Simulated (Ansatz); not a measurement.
# PbS: relaxation of cell and atoms

Method: Ansatz 0.2.0, DFT, PBE, PAW with Ansatz's default frozen-core files, scalar-relativistic.

Command: `ansatz run input.yaml --threads 1 --pin off --max-ram 2048MiB --backend cpu --events-out ev --progress --plain --runs-dir out` The run took about 15 s on 1 thread of a shared machine.

```yaml
crystal:
  lattice:
    - [0.0, 2.6934405027, 2.6934405027]
    - [2.6934405027, 0.0, 2.6934405027]
    - [2.6934405027, 2.6934405027, 0.0]
  atoms:
    - { symbol: Pb, position: [0.0, 0.0, 0.0] }
    - { symbol: S, position: [0.5, 0.5, 0.5] }
kpoints:
  mp_grid: { grid: [12, 12, 12] }
scf:
  occupations: { method: fermi_dirac, width: 0.05 }
hamiltonian:
  xc: pbe
  pseudopotentials: { kind: paw }
output:
  forces: true
  stress: true
  write_density: true
  write_potential: true
  elf: true
  volumetric_format: npy
relax:
  f_tol: 0.005
  max_steps: 80
  cell: {}
```

No spin–orbit coupling, which matters for the heavy atoms here.

The cell is built from the rocksalt type as a first guess.

The cutoff is 420 eV; energies and pressures of the walk include the program's estimate of the Pulay term.

Each frame lists the cell vectors (Å), then Cartesian positions (Å); symmetry keeps all forces zero. Free energies count from the first step, -12808.3416 eV.

The walk took 8 evaluations in all; steps that aren't listed are left out.

Step 1: E = 0.0 meV, P = 34.46 GPa

```
cell 0.0000 2.6934 2.6934 2.6934 0.0000 2.6934 2.6934 2.6934 0.0000
Pb    0.0000    0.0000    0.0000
S     2.6934    2.6934    2.6934
```

Step 2: E = -876.6 meV, P = 14.45 GPa

```
cell 0.0000 2.8247 2.8247 2.8247 0.0000 2.8247 2.8247 2.8247 0.0000
Pb    0.0000    0.0000    0.0000
S     2.8247    2.8247    2.8247
```

Step 3: E = -1183.9 meV, P = 4.10 GPa

```
cell 0.0000 2.9372 2.9372 2.9372 0.0000 2.9372 2.9372 2.9372 0.0000
Pb    0.0000    0.0000    0.0000
S     2.9372    2.9372    2.9372
```

Step 4: E = -1222.8 meV, P = 0.83 GPa

```
cell 0.0000 2.9870 2.9870 2.9870 0.0000 2.9870 2.9870 2.9870 0.0000
Pb    0.0000    0.0000    0.0000
S     2.9870    2.9870    2.9870
```

Step 5: E = -1224.7 meV, P = -0.01 GPa

```
cell 0.0000 3.0015 3.0015 3.0015 0.0000 3.0015 3.0015 3.0015 0.0000
Pb    0.0000    0.0000    0.0000
S     3.0015    3.0015    3.0015
```

Step 6: E = -1229.4 meV, P = 0.16 GPa (the cell of the step before, solved again on a basis chosen afresh, hence the jump)

(1) How does the relaxation end?

## Answers

(1) It converges, with a = 6.009 Å, b = 6.009 Å, c = 6.009 Å, α = 90.00°, β = 90.00°, γ = 90.00° (conventional cell, space group Fm-3m). The last solve (on a basis chosen afresh for the final cell, so its energy is not quite comparable) gives E = -1229.5 meV, P = 0.01 GPa:
```
cell 0.0000 3.0043 3.0043 3.0043 0.0000 3.0043 3.0043 3.0043 0.0000
Pb    0.0000    0.0000    0.0000
S     3.0043    3.0043    3.0043
```
